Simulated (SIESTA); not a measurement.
CaO:

```xyz
2
Lattice="0.0000 2.4036 2.4036 2.4036 0.0000 2.4036 2.4036 2.4036 0.0000" Properties=species:S:1:pos:R:3 pbc="T T T"
Ca    0.0000    0.0000    0.0000
O     2.4036    2.4036    2.4036
```

The cell is a database's computed one.

Program: SIESTA 5.4.2. Alike in all runs: no spin polarisation; cell as given; k mesh 10 × 10 × 10; smearing fermi-dirac 0.05 eV; grid cutoff 800 Ry; energy shift 0.003 Ry.

**Question.** Order these runs on this cell by their pressure, lowest first.
A. level PBE; potentials or basis PseudoDojo 0.4 standard (PBE files), DZP (energy shift 0.003 Ry; two zetas on semicore shells; d shell added on Ca); broadening (eV) 0.3 eV; window to (eV) 40 eV; optical mesh offset true
B. level PBEsol; potentials or basis PseudoDojo 0.4 standard (PBEsol files), DZP (energy shift 0.003 Ry; two zetas on semicore shells; d shell added on Ca)
C. level BLYP; potentials or basis PseudoDojo 0.4 standard (PBE files), DZP (energy shift 0.003 Ry; two zetas on semicore shells; d shell added on Ca)
D. level LDA; potentials or basis PseudoDojo 0.4 standard (LDA files), DZP (energy shift 0.003 Ry; two zetas on semicore shells; d shell added on Ca)

**Answer.** D (-6.5 GPa), B (-2.3 GPa), A (2.2 GPa), C (5.7 GPa).

Caveats: the basis of atomic orbitals isn't converged, which shifts pressures, moduli and gaps; the basis holds too few empty states to meet the f-sum rule, so the spectrum is short of weight at high energy (some runs); the potentials were made for another functional, which shifts forces and pressure (some runs).

Not every run made on this cell is shown here.
